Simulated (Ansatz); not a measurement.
# Re: strain energy, fitted

Re, P6_3/mmc, a = 2.775 Å, c = 4.484 Å. Ansatz: PBE, PAW, 420 eV, Γ-centred 18×18×10 mesh on 2 atoms, Gaussian smearing 0.10 eV; no spin polarisation. Series: shear of c along a, cell held, atoms relaxed; x is the strain in per cent (engineering shear). y is the free energy over the unstrained cell, V0 = 14.951 Å³/atom. Symmetry makes y even in x.

| x (%) | y (meV/atom) |
| --- | --- |
| 0.0 | 0.00 |
| 1.0 | 0.75 |
| 2.0 | 2.98 |
| 3.0 | ? |
| 4.0 | 11.82 |
| 6.0 | 26.46 |

Q: Fit y = c2 x² + c4 x⁴ to the other rows, turn c2 into a modulus, and predict the missing energy.

A: Least squares on the rows shown. y = 0.74247 x² − 0.00020841 x⁴. In eV per unit strain² c2 is 7.425; this is the shear stiffness (E = ½ C V0 γ²): 2 × 7.425 × 160.2 / (14.951) = 159 GPa. At x = 3.0 the fit asked for gives 6.67 meV/atom. The run gave 6.68 meV/atom, so the fit is 0.01 meV/atom too low, within twice the rms miss on the fitted rows (0.008 meV/atom).

Spin–orbit coupling is left out, which can shift energies with elements as heavy as these.